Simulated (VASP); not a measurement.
Input of a VASP 6.6.1 run:

Contents of INCAR:

```
ALGO = Fast
EDIFF = 1E-6
ENCUT = 520
GGA = RP
ISIF = 2
ISMEAR = 0
LASPH = True
LCHARG = False
LREAL = False
LWAVE = False
NBANDS = 11
NELM = 100
PREC = Accurate
SIGMA = 0.1
```

KPOINTS

```
k-points
0
Gamma
  12 12 12
```

The input POSCAR:

```
Pd
2.7528
    0.000000000000      0.707098227260      0.707098227260
    0.707098227260      0.000000000000      0.707098227260
    0.707098227260      0.707098227260      0.000000000000
Pd
1
Direct
    0.0000000000      0.0000000000      0.0000000000
```

Potentials or basis: VASP PAW PBE potentials, release 64 (Pd).

The run is started by

```sh
$ cat potpaw_PBE.64/Pd/POTCAR > POTCAR
$ mpirun -np 1 vasp_std > vasp.out
```

(1) What does it give for the pressure?

(2) What does it give for the band gap on the k mesh?

## Answers

(1) 11.4 GPa.

(2) none (metal or under the smearing width).

Caveat: the PAW data sets were made with another functional, which shifts forces and pressure a little.
